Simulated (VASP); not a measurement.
A convergence study with VASP on BeO (wurtzite): one setting is varied, all else stays as given below, so the limit is that of these other settings.

```xyz
4
Lattice="1.3500 -2.3383 0.0000 1.3500 2.3383 0.0000 0.0000 0.0000 4.3800" Properties=species:S:1:pos:R:3 pbc="T T T"
Be     1.3500    -0.7794     2.1900
Be     1.3500     0.7794     0.0000
O      1.3500    -0.7794     3.8456
O      1.3500     0.7794     1.6556
```

Calculation: PBE GGA, VASP's PBE PAW potentials (set 64) (plane waves; VASP). The tightest run used: 700 eV cut-off, 18×18×11 Γ-centred mesh, Gaussian smearing of 0.050 eV, potentials Be O.

The reference is 18×18×11 mesh, which took about 2 core-minutes. Times come from single runs on busy shared machines, so they are rough: good to a factor of about 2.

Of the settings 1×1×1 mesh; 2×2×1 mesh; 3×3×2 mesh; 4×4×2 mesh; 5×5×3 mesh; 6×6×4 mesh; 7×7×4 mesh; 8×8×5 mesh; 9×9×5 mesh; 10×10×6 mesh; 11×11×7 mesh; 12×12×7 mesh; 13×13×8 mesh; 14×14×8 mesh; 15×15×9 mesh; 16×16×10 mesh; 17×17×10 mesh; 18×18×11 mesh, which is the lowest that keeps the difference from the reference in the stress, largest component (GPa) within 0.2 from there on, and what does it cost?

4×4×2 mesh; its cost over the reference is about 1/7.
```tsv
setting	difference in the stress, largest component (GPa)	cost over the reference
1×1×1 mesh	98.41	about 1/9
2×2×1 mesh	16.40	about 1/9
3×3×2 mesh	1.10	about 1/7
4×4×2 mesh	0.14	about 1/7
5×5×3 mesh	0.02	about 1/6
6×6×4 mesh	0.00	about 1/5
7×7×4 mesh	0.00	about 1/4
8×8×5 mesh	0.00	about 1/4
9×9×5 mesh	0.00	about 1/3
10×10×6 mesh	0.00	about 1/2
11×11×7 mesh	0.00	about 1/2
12×12×7 mesh	0.00	about 1/2
13×13×8 mesh	0.00	within a factor of 2
14×14×8 mesh	0.00	within a factor of 2
15×15×9 mesh	0.00	within a factor of 2
16×16×10 mesh	0.00	within a factor of 2
17×17×10 mesh	0.00	within a factor of 2
18×18×11 mesh	0.00	reference
```

Left out are rungs that failed or repeat a setting and relaxations that didn't move; long series are thinned to 24 rows.

The compound is BeO in the wurtzite structure. The cell was not relaxed at this level, forces remain on its atoms.
